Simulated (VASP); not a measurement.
Set up this calculation in VASP 6.6.1, as the native input.

```yaml
Task: band structure
Functional: LDA
Potentials_or_basis: VASP PAW LDA potentials, release 64 (Ag)
Cutoff: 520 eV
k_mesh: 8 × 8 × 8
Occupations: fermi-dirac, width 0.05 eV
Spin: spin-orbit coupling, no magnetisation
Further_INCAR_settings: ALGO = Fast; EDIFF = 1e-07
```

The structure of Ag lies in POSCAR:

```
Ag
1.0
    0.0000000000      2.0427500000      2.0427500000
    2.0427500000      0.0000000000      2.0427500000
    2.0427500000      2.0427500000      0.0000000000
Ag
1
Direct
    0.0000000000      0.0000000000      0.0000000000
```

These files were run (other wordings do the same):

INCAR

```
SYSTEM = Ag
PREC = Accurate
ENCUT = 520
EDIFF = 1E-7
ISMEAR = -1
SIGMA = 0.05
LREAL = .False.
LASPH = .True.
NELM = 80
ALGO = Fast
ISIF = 2
LWAVE = .False.
LCHARG = .False.
LNONCOLLINEAR = .True.
MAGMOM = 0 0 0
LORBIT = 11
LSORBIT = .True.
GGA_COMPAT = .False.
LMAXMIX = 4
GGA = CA
```

KPOINTS

```
regular mesh
0
Gamma
  8 8 8
  0 0 0
```

KPOINTS_OPT

```
path GXWKGLUWLK,UX
15
line-mode
reciprocal
 0.0000000000  0.0000000000  0.0000000000  G
 0.5000000000  0.0000000000  0.5000000000  X

 0.5000000000  0.0000000000  0.5000000000  X
 0.5000000000  0.2500000000  0.7500000000  W

 0.5000000000  0.2500000000  0.7500000000  W
 0.3750000000  0.3750000000  0.7500000000  K

 0.3750000000  0.3750000000  0.7500000000  K
 0.0000000000  0.0000000000  0.0000000000  G

 0.0000000000  0.0000000000  0.0000000000  G
 0.5000000000  0.5000000000  0.5000000000  L

 0.5000000000  0.5000000000  0.5000000000  L
 0.6250000000  0.2500000000  0.6250000000  U

 0.6250000000  0.2500000000  0.6250000000  U
 0.5000000000  0.2500000000  0.7500000000  W

 0.5000000000  0.2500000000  0.7500000000  W
 0.5000000000  0.5000000000  0.5000000000  L

 0.5000000000  0.5000000000  0.5000000000  L
 0.3750000000  0.3750000000  0.7500000000  K

 0.6250000000  0.2500000000  0.6250000000  U
 0.5000000000  0.0000000000  0.5000000000  X
```

Potentials or basis: VASP PAW LDA potentials, release 64 (Ag).

The run is started by

```console
$ cat potpaw_LDA.64/Ag/POTCAR > POTCAR
$ mpirun -np 1 vasp_ncl > vasp.out
```

Results of the run:

The pressure is -6.7 GPa and the valence electrons inside the program's atomic spheres are Ag 9.87.

Run time: 46 s on 1 thread of AMD EPYC 9R45 (Zen 5) (shared host), peak memory 0.15 GiB.
